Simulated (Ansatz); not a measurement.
Bond compression in NaF

```
CELL_PARAMETERS angstrom
0.00000 2.32000 2.32000
2.32000 0.00000 2.32000
2.32000 2.32000 0.00000
ATOMIC_POSITIONS crystal
Na 0.00000 0.00000 0.00000
F 0.50000 0.50000 0.50000
```

The cell is entry 9007458 of the Crystallography Open Database, unrelaxed.

Its shortest bond, of 2.320 Å between atom 1 (Na) and the nearest image of atom 2 (F), is scaled by moving both atoms along it, with the cell held. The force apart is half the difference of the two atoms' forces along the bond; it holds the pull and push of their other neighbours too.

Computed with Ansatz 0.2.0; functional PBEsol, scalar-relativistic. Settings: a Γ-centred 9×9×9 k mesh, Fermi–Dirac smearing of 0.03 eV, no spin polarisation. Methods: LAPW: all electrons, basis error target 1 meV/atom; PAW: frozen-core files, cutoff 420 eV; crystal datasets: all electrons, by PAW datasets that the program makes for each cell.

Energies are extrapolated to zero smearing and count from the unscaled cell; pressure is positive in compression; gaps take the mesh and a band path. No temperature or zero-point motion is included.

The PAW files were made under PBE.

```json
{"bond (Å)": "2.320", "force apart (eV/Å)": "0.00", "P LAPW (GPa)": "-0.32", "ΔE LAPW (eV/atom)": "0.000", "P PAW − LAPW (GPa)": "-0.02", "ΔE PAW − LAPW (meV/atom)": "0.0", "force PAW − LAPW (eV/Å)": "0.000"}
{"bond (Å)": "2.042", "force apart (eV/Å)": "0.91", "P LAPW (GPa)": "?", "ΔE LAPW (eV/atom)": "0.052", "P PAW − LAPW (GPa)": "-0.02", "ΔE PAW − LAPW (meV/atom)": "-0.4", "force PAW − LAPW (eV/Å)": "-0.002"}
{"bond (Å)": "1.902", "force apart (eV/Å)": "2.07", "P LAPW (GPa)": "6.37", "ΔE LAPW (eV/atom)": "0.151", "P PAW − LAPW (GPa)": "-0.02", "ΔE PAW − LAPW (meV/atom)": "-0.5", "force PAW − LAPW (eV/Å)": "-0.001"}
{"bond (Å)": "1.624", "force apart (eV/Å)": "8.87", "P LAPW (GPa)": "28.0", "ΔE LAPW (eV/atom)": "0.810", "P PAW − LAPW (GPa)": "0.16", "ΔE PAW − LAPW (meV/atom)": "1.5", "force PAW − LAPW (eV/Å)": "0.048"}
{"bond (Å)": "1.346", "force apart (eV/Å)": "33.86", "P LAPW (GPa)": "94.0", "ΔE LAPW (eV/atom)": "?", "P PAW − LAPW (GPa)": "-0.78", "ΔE PAW − LAPW (meV/atom)": "19.4", "force PAW − LAPW (eV/Å)": "-0.270"}
```

Problem. Give the missing entry: row "1.346", column "ΔE LAPW (eV/atom)".

Solution. 3.423.

Problem. Give the missing entry: row "2.042", column "P LAPW (GPa)".

Solution. 2.24.

Problem. At the last bond length, how far do crystal datasets lie from LAPW in pressure and in the largest force component?

Solution. crystal datasets: 0.00 GPa, 0.001 eV/Å, on a LAPW pressure of 94.0 GPa.
